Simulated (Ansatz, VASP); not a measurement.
## InSe in two plane-wave programs

One calculation is typed for both programs; each brings its own data sets and cutoff. How far apart do they land? The cell is taken from a series of VASP runs on this material, whose earlier steps may have relaxed, scaled or displaced it; both programs get it as it stands.

Method: plane waves, with VASP 6.6.1 beside it; relaxation of cell and atoms at LDA, in Ansatz 0.2.0.

### 1. The structure

Symmetry: R3m, No. 160, trigonal system. The conventional cell has a = 3.978 Å, b = 3.978 Å, c = 24.351 Å, α = 90.00°, β = 90.00°, γ = 120.00°. Nearest to In lie 3 Se at 2.62 Å and 1 In at 2.75 Å. Se has 3 In at 2.62 Å nearest. Se has 3 In at 2.62 Å nearest. Farther neighbours and most contacts between anions are not listed.

### 2. Ansatz: relaxation of cell and atoms, LDA

Ansatz runs on its default PAW (the set named soft_2) files.

The relaxed volume is the usual yardstick between codes: its relative difference is about their pressure difference at one cell divided by the bulk modulus.

input.yaml

```yaml
crystal:
  lattice:
    - [1.989143212, 1.1484323689, 8.1168788165]
    - [-1.989143212, 1.1484323689, 8.1168788165]
    - [0.0, -2.2968647379, 8.1168788165]
  atoms:
    - { symbol: In, position: [0.9997355226, 0.9997355226, 0.9997355226] }
    - { symbol: In, position: [0.1124797181, 0.1124797181, 0.1124797181] }
    - { symbol: Se, position: [0.6143096607, 0.6143096607, 0.6143096607] }
    - { symbol: Se, position: [0.8311750986, 0.8311750986, 0.8311750986] }
hamiltonian:
  xc: lda
  pseudopotentials: { kind: paw }
kpoints:
  mp_grid: { grid: [7, 7, 7] }
scf:
  occupations: { method: gaussian, width: 0.05 }
relax:
  f_tol: 0.01
  max_steps: 60
  cell: { stress_tol: 0.05 }
output:
  forces: true
  stress: true
```

The run is started by

```console
$ ansatz run input.yaml --threads 4 --pin off --max-ram 9216MiB --backend cpu --events-out ev --progress --plain --runs-dir out
```

Numbers of over 12 decimals in the logs are rounded to 6 here.

The log of the run:

```text
basis.fft_grid_basis auto: the FFT boxes are laid along the combinations [[1, 0, -1], [0, 1, -1], [0, 0, 1]] of the cell's own vectors, 3.978, 3.978 and 8.436 Å long. The dense box has 27×27×60 points. Along the cell's own vectors, as sized, it would have 60×60×60, 4.94 times as many. Of the 6 symmetry operations that the crystal satisfies within crystal.symmetry.tolerance (time reversal apart; of a slab, those that  [...]
Engine: ansatz 0.2.0, aarch64-unknown-linux-gnu
Pseudopotentials: kind: paw
Pseudopotential: In, paw, valence charge 13, recommended cutoff 420 eV (normal), In.paw.azcp
Pseudopotential: Se, paw, valence charge 16, recommended cutoff 420 eV (normal), Se.paw.azcp
Functional definition: SPW92
  exchange = slater_x
  correlation = pw_c
Crystal: 4 atoms, lattice volume = 111.253 Å³
Basis set: ecut = 420 eV, 2205 PW (Γ), FFT grids on a1−a3, a2−a3, a3
Bands: 35, of which v1, the nominal top of the filled ones, is band 29 counted from 1 (28 counted from 0)
Symmetry: 6 space group operations
Space group: R3m (ITA 160), of the structure as read, at distance tolerance 4.8e-5 Å
k-points: 44 of 343 (time reversal used)
Non-local potential: In, projectors of the file, l = 0: 2, l = 1: 2, l = 2: 2, l = 3: 2
Non-local potential: Se, projectors of the file, l = 0: 2, l = 1: 2, l = 2: 3, l = 3: 1
PAW form: soft (Blöchl's): semilocal exchange-correlation on the pseudo side does not see the compensation charge
PAW frozen core: In, regenerated for the run's functional, and the local potential with it (the file was generated under x = pbe(κ = 0.804, μ = 0.219515), c = pbe(β = 0.066725))
PAW frozen core: Se, regenerated for the run's functional, and the local potential with it (the file was generated under x = pbe(κ = 0.804, μ = 0.219515), c = pbe(β = 0.066725))
PAW one-centre angular grid: In, 590 points (default); XC on 64 Gauss nodes
PAW one-centre angular grid: Se, 590 points (default); XC on 64 Gauss nodes
Initial density: superposition of atomic densities (neutral atoms: chi_scale 0, normalization atom), corrected by the library's trained network
Initial wavefunctions: pseudopotential atomic-orbital guess
Functional: x = slater, c = lda
SCF iter   1: F=—  HF=-21682.766241 eV  |F-HF|=—  |Δ(HF+E_count)|=         —  Δρ=6.94e-3  dr2=5.72e-2  ethr=1.77e-3  ⟨swp⟩=6.8  Hψ=6629  notcnv=0
preconditioner: auto → Resta (q_TF=auto, 2.448 Å⁻¹)  ε∞=3.4  [insulator: Δε(μ)=0.596 eV  Ē_g=13.923 eV  σ=0.050 eV  W_gap=1.00  n_scr=30 (ndim 8)  ℏωp=21.7 eV  f_vac=0.064  D(μ)=0.00/eV (n_scr^D=0)  ε∞_Penn≈3.4]
SCF iter   2: F=—  HF=-21682.752009 eV  |F-HF|=—  |Δ(HF+E_count)|=   1.42e-2  Δρ=2.90e-3  dr2=5.17e-3  ethr=9.86e-5  ⟨swp⟩=3.1  Hψ=2948  notcnv=0  defer=51
SCF iter   3: F=—  HF=-21682.750883 eV  |F-HF|=—  |Δ(HF+E_count)|=   1.13e-3  Δρ=9.37e-4  dr2=7.44e-4  ethr=8.92e-6  ⟨swp⟩=2.0  Hψ=1929  notcnv=0  defer=51
SCF iter   4: F=—  HF=-21682.750790 eV  |F-HF|=—  |Δ(HF+E_count)|=   9.30e-5  Δρ=2.33e-4  dr2=5.63e-5  ethr=1.28e-6  ⟨swp⟩=2.0  Hψ=1716  notcnv=0  defer=51
SCF iter   5: F=—  HF=-21682.750794 eV  |F-HF|=—  |Δ(HF+E_count)|=   4.64e-6  Δρ=4.72e-5  dr2=2.51e-6  ethr=9.70e-8  ⟨swp⟩=3.0  Hψ=2761  notcnv=0  defer=51
SCF iter   6: F=—  HF=-21682.750795 eV  |F-HF|=—  |Δ(HF+E_count)|=   8.29e-7  Δρ=9.81e-6  dr2=1.48e-7  ethr=4.32e-9  ⟨swp⟩=2.0  Hψ=2720  notcnv=0  defer=51
SCF iter   7: F=-21682.750795 eV  HF=-21682.750795 eV  |F-HF|=3.20e-10  |Δ(HF+E_count)|=   2.96e-8  Δρ=3.77e-6  dr2=2.15e-8  ethr=1.72e-10  ⟨swp⟩=4.0  Hψ=5546  notcnv=0
SCF 1 converged in 7 iterations: F = -21682.750795 eV  dr2 = 2.15e-8
  greatest PAW one-centre occupation: 1.000 electrons in one spin orbital (limit 2), on the Se atom at site 3 (counted from 0), in its partial waves of l = 2
relax step   1: F+E_penalty+E_count = -21682.75079497 eV  Δ(F+E_penalty+E_count) = +0.000e0 eV  max|allowed force component| = 3.153e-2 eV/Å  Δτ_max = 0.0000 Å  P = -0.139 GPa  Ω = 111.253 Å³  (7 SCF iters, dr2 threshold 1.00e-7 eV, accepted)
[...]
relax step   2: F+E_penalty+E_count = -21682.75048057 eV  Δ(F+E_penalty+E_count) = +3.144e-4 eV  max|allowed force component| = 4.599e-2 eV/Å  Δτ_max = 0.0171 Å  P = +0.129 GPa  Ω = 111.300 Å³  energy of the carried Pulay correction = -8.272e-6 eV  (6 SCF iters, dr2 threshold 6.21e-8 eV, rejected (line search))
[...]
relax step   3: F+E_penalty+E_count = -21682.75099371 eV  Δ(F+E_penalty+E_count) = -1.987e-4 eV  max|allowed force component| = 1.442e-3 eV/Å  Δτ_max = 0.0053 Å  P = -0.002 GPa  Ω = 111.161 Å³  energy of the carried Pulay correction = +1.642e-5 eV  (9 SCF iters, accepted)
[...]
relax step   4: F+E_penalty+E_count = -21682.75097754 eV  Δ(F+E_penalty+E_count) = +1.617e-5 eV  max|allowed force component| = 1.437e-3 eV/Å  Δτ_max = 0.0000 Å  P = -0.002 GPa  Ω = 111.161 Å³  stress off target by 1.52e-2 GPa  SCF on the basis re-selected at this cell (its energy is not comparable with the rows above)  (3 SCF iters)
basis re-selected at this cell: Δ(F+E_penalty+E_count) = +1.617e-5 eV, ΔP = +0.000 GPa vs the last step (what re-selecting the basis moved, of the pressure what is left beyond the Pulay correction that the steps carried, after the strain that the cell walked since its last selection, with what the two solves' SCF thresholds leave and, on support functions, any second-order correction that the steps lacked; it is no m [...]
SCF converged after 3 iterations
Free energy (F): -21682.750978 eV
Harris-Foulkes:  -21682.750978 eV  (|F-HF|=3.64e-12)
Internal energy: -21682.750978 eV  (E = F + TS)
E sigma→0 (E₀):  -21682.750978 eV
Fermi energy:    7.845231 eV
--- Per-component energies (eV) ---
  E_band       = -900.006476
  E_kinetic    = 726.817229
  E_local      = -7732.045099  (includes V_loc(G=0)·N_el)
  E_nonlocal   = -437.837648
  E_hartree    = 3561.344964
  E_xc         = -634.429446
  E_vxc        = -399.415050  (∫ρ·V_xc dr)
  E_paw        = -11685.100863  (= ΣΔE_a)
  E_vpaw       = -180.214991  (= ΣTr[D̂ρ^β])
  E_aug_tail   = -0.001150  (compensation charges beyond the density's cutoff)
  E_ewald      = -5486.502762
  E_core_change = 5.003797  (= ΣΔE_core)
  E_smearing   = -0.000000  (= −TS)
  E_closure    = -0.000000  (closes the sum)
  Σ components = -21682.750978   (vs F -21682.750978, Δ=0.00e0)
--- Forces (eV/Å), atoms counted from 1 ---
  atom   1  In    -0.00000000     0.00000000    -0.00136951
  atom   2  In    -0.00000000    -0.00000000     0.00143713
  atom   3  Se     0.00000000    -0.00000000     0.00016285
  atom   4  Se     0.00000000     0.00000000    -0.00023131
  max |Σ_I F_I| component: 8.45e-7 eV/Å
--- Stress (GPa, compression-positive) ---
       -0.010616       0.000000       0.000000
        0.000000      -0.010616      -0.000000
        0.000000      -0.000000       0.015231
  P = ⅓ Tr σ = -0.0020 GPa (-0.020 kbar)
--- Relaxed structure (3 steps of the walk, 2 accepted, 1 SCFs on fresh bases) ---
  F+E_penalty+E_count = -21682.75097754 eV   max|allowed force component| = 1.437e-3 eV/Å   (the final SCF, on the basis selected at the relaxed cell)
  cell:  # Å, volume = 111.1607 Å³
    - [1.988084, 1.147821, 8.118795]
    - [-1.988084, 1.147821, 8.118795]
    - [-1.6147702730808686e-19, -2.295641, 8.118795]
  atoms:
    - { symbol: In, position: [0.999821, 0.999821, 0.999821] }
    - { symbol: In, position: [0.112398, 0.112398, 0.112398] }
    - { symbol: Se, position: [0.614522, 0.614522, 0.614522] }
    - { symbol: Se, position: [0.830959, 0.830959, 0.830959] }
```

Wall time 14 s (4 threads of Arm Neoverse V1, shared host); peak memory 0.47 GiB; 53 s of CPU time.

### 3. VASP: relaxation of cell and atoms, LDA

The same cell, functional (in two slightly different forms), mesh and smearing now go to VASP, with its own data sets and cutoff.

Lines of VASP's logs that name or quote its potential files are left out, and so is its time.

INCAR

```
SYSTEM = InSe
PREC = Accurate
ENCUT = 400
EDIFF = 1E-06
NELM = 100
ISMEAR = 0
SIGMA = 0.05
LREAL = .FALSE.
ALGO = Normal
GGA = CA
NBANDS = 25
LORBIT = 11
LWAVE = .FALSE.
LCHARG = .FALSE.
KPAR = 4
IBRION = 2
NSW = 60
ISIF = 3
EDIFFG = -0.01
```

POSCAR

```
InSe
1.0
    1.9891432120      1.1484323689      8.1168788165
   -1.9891432120      1.1484323689      8.1168788165
    0.0000000000     -2.2968647379      8.1168788165
In Se
2 2
Direct
    0.9997355226      0.9997355226      0.9997355226
    0.1124797181      0.1124797181      0.1124797181
    0.6143096607      0.6143096607      0.6143096607
    0.8311750986      0.8311750986      0.8311750986
```

KPOINTS

```
Automatic mesh
0
Gamma
7 7 7
0 0 0
```

The projector-augmented-wave data sets are In_d and Se (LDA family, release 64).

The run is started by

```console
$ mpirun -np 4 vasp_std
```

The log of the run:

```text
[banner, memory and clock lines left out]
running    4 mpi-ranks, on    1 nodes
 distrk:  each k-point on    1 cores,    4 groups
 distr:  one band on    1 cores,    1 groups

 POSCAR found type information on POSCAR InSe
 POSCAR found :  2 types and       4 ions
 LDA part: xc-table for (Slater(with rela. corr.)+CA(PZ))
 , standard interpolation
 POSCAR, INCAR and KPOINTS ok, starting setup
 FFT: planning ... GRIDC
 FFT: planning ... GRID_SOFT
 FFT: planning ... GRID
 WAVECAR not read
 entering main loop
       N       E                     dE             d eps       ncg     rms          rms(c)
DAV:   1     0.305574337369E+03    0.30557E+03   -0.15154E+04  2200   0.142E+03
DAV:   2     0.162321776992E+02   -0.28934E+03   -0.28345E+03  2270   0.362E+02
DAV:   3    -0.159128259480E+02   -0.32145E+02   -0.31670E+02  2862   0.139E+02
DAV:   4    -0.171094521902E+02   -0.11966E+01   -0.11945E+01  2480   0.294E+01
DAV:   5    -0.171671008274E+02   -0.57649E-01   -0.57644E-01  3589   0.576E+00    0.713E+00
DAV:   6    -0.167191678872E+02    0.44793E+00   -0.93015E-01  2987   0.159E+01    0.436E+00
DAV:   7    -0.166756785421E+02    0.43489E-01   -0.34117E-01  2960   0.428E+00    0.109E+00
DAV:   8    -0.166701556414E+02    0.55229E-02   -0.28485E-02  3378   0.197E+00    0.582E-01
DAV:   9    -0.166693280533E+02    0.82759E-03   -0.45724E-03  2551   0.434E-01    0.140E-01
DAV:  10    -0.166693382429E+02   -0.10190E-04   -0.28589E-04  3456   0.137E-01    0.784E-02
DAV:  11    -0.166693499751E+02   -0.11732E-04   -0.57471E-05  2903   0.810E-02    0.167E-02
DAV:  12    -0.166693468002E+02    0.31750E-05   -0.10056E-05  3160   0.347E-02    0.129E-02
DAV:  13    -0.166693471167E+02   -0.31649E-06   -0.15951E-06  1633   0.848E-03
   1 F= -.16669347E+02 E0= -.16669347E+02  d E =-.166693E+02
 curvature:   0.00 expect dE= 0.000E+00 dE for cont linesearch  0.000E+00
 trial: gam= 0.00000 g(F)=  0.290E-05 g(S)=  0.460E-05 ort = 0.000E+00 (trialstep = 0.100E+01)
 search vector abs. value=  0.750E-05
 reached required accuracy - stopping structural energy minimisation
```

OUTCAR, selected parts (step 3):

```text
ion  position               nearest neighbor table
   1  1.000  1.000  1.000-   3 2.62   3 2.62   3 2.62   2 2.75
   2  0.112  0.112  0.112-   4 2.62   4 2.62   4 2.62   1 2.75
   3  0.614  0.614  0.614-   1 2.62   1 2.62   1 2.62
   4  0.831  0.831  0.831-   2 2.62   2 2.62   2 2.62

  LATTYP: Found a trigonal (rhomboedric) cell.
 ALAT       =     8.4355977468
 COS(alpha) =     0.8887934480

 Subroutine GETGRP returns: Found  6 space group operations
 (whereof  6 operations were pure point group operations)

The static configuration has the point symmetry C_3v.

 Found     44 irreducible k-points:

   k-points           NKPTS =     44   k-points in BZ     NKDIM =     44   number of bands    NBANDS=     25

   dimension x,y,z NGX =    56 NGY =   56 NGZ =   56
   dimension x,y,z NGXF=   112 NGYF=  112 NGZF=  112

   ENCUT  =  400.0 eV  29.40 Ry    5.42 a.u.  13.76 13.76 13.76*2*pi/ulx,y,z

   NELECT =      38.0000    total number of electrons

 k-points in reciprocal lattice and weights: Automatic mesh
   0.00000000  0.00000000  0.00000000       0.003
   0.14285714 -0.00000000  0.00000000       0.017
   0.28571429  0.00000000  0.00000000       0.017
   0.42857143  0.00000000  0.00000000       0.017
   0.14285714  0.14285714  0.00000000       0.017
   0.28571429  0.14285714  0.00000000       0.035
   0.42857143  0.14285714  0.00000000       0.035
  -0.42857143  0.14285714 -0.00000000       0.035
  -0.28571429  0.14285714 -0.00000000       0.035
[...]
0.42857143  0.42857143  0.42857143       0.006
  -0.42857143  0.42857143  0.42857143       0.017

 average (electrostatic) potential at core
       1 -96.2299       2 -96.2274       3 -59.9025       4 -59.9023

 E-fermi :   4.6062

 k-point     1 :       0.0000    0.0000    0.0000
  band No.  band energies     occupation
    ...
     15       2.7288      2.00000
     16       3.0558      2.00000
     17       3.0558      2.00000
     18       3.2357      2.00000
     19       3.2357      2.00000
     20       6.2457      0.00000
     21       6.4533      0.00000
     22       8.7081      0.00000
     23       8.7081      0.00000
     24       9.5272      0.00000
    ...

 k-point     2 :       0.1429   -0.0000    0.0000
  band No.  band energies     occupation
    ...
     15       1.8128      2.00000
     16       2.7122      2.00000
     17       2.7877      2.00000
     18       3.0236      2.00000
     19       3.3122      2.00000
     20       6.5622      0.00000
     21       7.1552      0.00000
     22       7.9992      0.00000
     23       8.9013      0.00000
     24       9.0305      0.00000
    ...

 k-point     3 :       0.2857    0.0000    0.0000
  band No.  band energies     occupation
    ...
     15       0.4971      2.00000
     16       2.3135      2.00000
     17       2.4433      2.00000
     18       2.5673      2.00000
     19       3.3254      2.00000
     20       6.0576      0.00000
     21       6.5335      0.00000
     22       8.2283      0.00000
     23       8.7201      0.00000
     24       9.1465      0.00000
    ...

  Total       -0.0136780     -0.0136780     -0.0027399      0.0000000      0.0000000      0.0000000
  in kB       -0.1969799     -0.1969799     -0.0394579      0.0000000      0.0000000      0.0000000
  external PRESSURE =      -0.1444726 kB  Pullay stress =       0.0000000 kB

  energy-cutoff  :      400.00
  volume of cell :      111.25
      direct lattice vectors                 reciprocal lattice vectors
     1.989143212  1.148432369  8.116878816     0.251364506  0.145125365  0.041066688
    -1.989143212  1.148432369  8.116878816    -0.251364506  0.145125365  0.041066688
     0.000000000 -2.296864738  8.116878816     0.000000000 -0.290250730  0.041066688

 POSITION                                       TOTAL-FORCE (eV/Angst)
 -----------------------------------------------------------------------------------
      0.00000     -0.00000     24.34420         0.000000     -0.000000      0.004885
      0.00000     -0.00000      2.73895         0.000000      0.000000     -0.003746
      0.00000     -0.00000     14.95883         0.000000     -0.000000      0.002715
      0.00000     -0.00000     20.23964         0.000000      0.000000     -0.003854
 -----------------------------------------------------------------------------------
    total drift:                               -0.000000     -0.000000     -0.001393

  FREE ENERGIE OF THE ION-ELECTRON SYSTEM (eV)
  ---------------------------------------------------
  free  energy   TOTEN  =       -16.6693471167 eV

  energy  without entropy=      -16.6693471167  energy(sigma->0) =      -16.66934712

 reached required accuracy - stopping structural energy minimisation

 total charge
# of ion       s       p       d       tot
------------------------------------------
    1        0.876   0.704   9.884  11.464
    2        0.876   0.706   9.884  11.466
    3        1.480   2.333   0.025   3.838
    4        1.479   2.334   0.026   3.839
--------------------------------------------------
tot          4.711   6.076  19.819  30.607

[... 3 further parts left out ...]
```

The bonds form layers, held to each other by dispersion, which LDA lacks; its overbinding stands in for it by accident.

### 4. Comparison

Known differences besides the potentials themselves: the two LDA forms differ slightly; both relaxations stop at a tolerance, which leaves soft axes loose, and VASP keeps its plane-wave basis; the data sets hold 58 valence electrons in Ansatz (default PAW (the set named soft_2) files) and 38 in VASP; the cutoff is 420 eV in Ansatz and 400 eV in VASP; VASP's log shows a relativistic correction to its local exchange, Ansatz's none; Ansatz adds a Pulay correction to the stress that steers its cell, VASP none. Total energies have different zeros and are not compared.

The two programs side by side:

```csv
quantity,Ansatz,VASP,difference
volume (Å³),111.16,111.25,-0.08 %
"edge a after relaxation, in the typed setting (Å)",8.437,8.436,+0.02 %
```

The walks stopped with 0.00 GPa left in Ansatz and -0.01 GPa in VASP; each walk ends within a tolerance, so the volume difference is uncertain by about these residues over the bulk modulus, most in soft cells.

### 5. Outcome

```json
{"difference in volume (relaxation of cell and atoms, LDA)": "-0.083 %"}
```

In words: The difference in volume is -0.083 % (relaxation of cell and atoms, LDA), within the 1.2 % picked in this series as the mark of a large difference, as far as the stopping tolerances let one tell. Such differences can come from data sets, numerical settings and the points named under the comparisons, not from the functional's error against experiment.

[Lines on the potential files, build, host, timing and source positions are cut from VASP's logs without a mark.]

[Logs are printed without paths, hosts, clocks, repeated set-up lines and the standing remarks that a program may print on its own settings, such as how far it seeks lower states.]

[Hosts, paths, dates, database ids (printed as entryN), source tags and the programs' standing remarks are cut or masked in the printed files.]
